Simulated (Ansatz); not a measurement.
Deforming H

```
CELL_PARAMETERS angstrom
-1.69153 1.69153 2.05847
1.69153 -1.69153 2.05847
1.69153 1.69153 -2.05847
ATOMIC_POSITIONS crystal
H 0.90986 0.90986 0.00000
H 0.09014 0.09014 0.00000
```

Atoms are numbered in the order listed.

The cell is the one relaxed in the Materials Project (mp-632291), not relaxed further here; entries there can be hypothetical.

The calculation used DFT, r2SCAN, all-electron PAW with datasets made for the crystal, scalar-relativistic (Ansatz 0.2.0).

Settings: a Γ-centred 12×12×12 k mesh, Fermi–Dirac smearing of 0.01 eV, cutoff 1080 eV (chosen by the program for this cell), no spin polarisation.

The unchanged cell is at 0.19 GPa.

In a metal, stresses and small energies carry noise from the k mesh.

x, y and z are the Cartesian axes of the cell as listed; fractional coordinates follow a strain, and an engineering shear is twice the off-diagonal strain component.

With this change (xy engineering shear strain of +1 %), what becomes of the energy and stress?

Energy change under 1 meV/atom; stress change (xx, yy, zz, yz, xz, xy) 0.00, 0.00, 0.00, 0.00, 0.00, -0.02 GPa, compression positive.

With z strained by +1 % at fixed volume: energy change under 1 meV/atom; stress change (xx, yy, zz, yz, xz, xy) 0.00, 0.00, -1.33, 0.00, 0.00, 0.00 GPa, compression positive; change of the force on H1 (0.000, 0.000, 0.260) eV/Å.
